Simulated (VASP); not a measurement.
Here is a VASP 6.6.1 calculation.

The input INCAR:

```
SYSTEM = AgCl
ALGO     = Fast           ! electronic algorithm
EDIFF    = 1E-6           ! SCF threshold, eV
ENCUT    = 520            ! plane-wave cutoff, eV
GGA      = PS             ! functional
ISIF     = 2              ! what is computed and relaxed
ISMEAR   = 0              ! smearing method
LASPH    = .TRUE.         ! aspherical terms in the spheres
LCHARG   = .FALSE.        ! write CHGCAR
LREAL    = .FALSE.        ! projectors in reciprocal space
LWAVE    = .FALSE.        ! write WAVECAR
NBANDS   = 16             ! bands
NELM     = 60             ! most SCF steps
PREC     = Accurate       ! precision mode
SIGMA    = 0.01           ! smearing width, eV
```

File KPOINTS:

```
k-points
0
G
  5 5 5
  0 0 0
```

File POSCAR:

```
AgCl
1.0
    3.4567152058      0.0000000000      0.0000000000
    0.0000000000      3.4567152058      0.0000000000
    0.0000000000      0.0000000000      3.4567152058
Ag Cl
1 1
Direct
    0.0000000000      0.0000000000      0.0000000000
    0.5000000000      0.5000000000      0.5000000000
```

Potentials or basis: VASP PAW PBE potentials, release 64 (Ag, Cl).

Launch:

```sh
$ cat potpaw_PBE.64/Ag/POTCAR potpaw_PBE.64/Cl/POTCAR > POTCAR
$ mpirun -np 1 vasp_std > vasp.out
```

**Question.** Estimate the band gap on the k mesh.

**Answer.** 0.50 eV, indirect (least direct gap 1.86 eV).

**Question.** Predict the pressure.

**Answer.** -5.3 GPa.

Caveat: the PAW data sets were made with another functional, which shifts forces and pressure a little; an odd mesh through Γ misses points on the zone boundary, where band edges often lie. A hybrid or GW would open this gap; PBEsol tends to underestimate it.
